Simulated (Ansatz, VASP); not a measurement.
**Two plane-wave programs on TaN**

The input INCAR:

```
  PREC = Accurate
  ENCUT = 520
  EDIFF = 1E-6
  ISMEAR = 0
  SIGMA = 0.15
  LREAL = F
  LASPH = T
  NELM = 100
  ALGO = Normal
  ISIF = 2
  LWAVE = F
  LCHARG = F
  GGA = PS
  NBANDS = 15
```

File KPOINTS:

```
Automatic mesh
0
Gamma
  24 24 20
```

Contents of POSCAR:

```
TaN
1.0
    3.0409486065      0.0000000000      0.0000000000
   -1.5204743033      2.6335387449      0.0000000000
    0.0000000000      0.0000000000      2.8707276426
Ta N
1 1
Direct
    0.3333333333      0.6666666667      0.5000000000
    0.0000000000      0.0000000000      0.0000000000
```

Input for Ansatz:

```yaml
crystal:
  lattice:
    - [3.0409486065, 0.0, 0.0]
    - [-1.5204743033, 2.6335387449, 0.0]
    - [0.0, 0.0, 2.8707276426]
  atoms:
    - { symbol: Ta, position: [0.3333333333, 0.6666666667, 0.5] }
    - { symbol: "N", position: [0.0, 0.0, 0.0] }
basis:
  ecutwfc: 420
kpoints:
  mp_grid: { grid: [24, 24, 20] }
hamiltonian:
  xc: pbesol
scf:
  occupations: { method: gaussian, width: 0.15 }
output:
  forces: true
  stress: true
  eigenvalues: true
```

Change from the starting cell: strain +0.040 along x and y, +0.000 along z, atoms carried along.

Alike in both runs: task single point; functional PBEsol; k mesh 24 × 24 × 20; occupations gaussian, width 0.15 eV; no spin polarisation.

```csv
,VASP,Ansatz
version,VASP 6.6.1,Ansatz 0.2.0
potentials or method,"VASP PAW PBE potentials, release 64 (Ta_pv, N)","scalar-relativistic, plane waves, PAW"
plane-wave cutoff (eV),520,420
valence electrons in the cell,16,18
```

Ansatz gave:

* gap on the k mesh at the Fermi level (eV): none
* pressure (GPa): -22.9
* largest component of the traceless stress (GPa): 12.88

**Question.** What did VASP give for the same quantities?

**Answer.** gap on the k mesh at the Fermi level (eV): none; pressure (GPa): -22.3; largest component of the traceless stress (GPa): 12.98.

A gap of «none» marks a metal or a gap that the smearing closes. The two sets of potentials don't hold the same shells in valence.

Caveats: so large a pressure means that the cell lies far from this level's equilibrium, or that cutoff or potentials fall short (VASP); the potentials were made for another functional, which shifts forces and pressure (VASP). Spin-orbit coupling is left out, which matters for the levels of Ta.
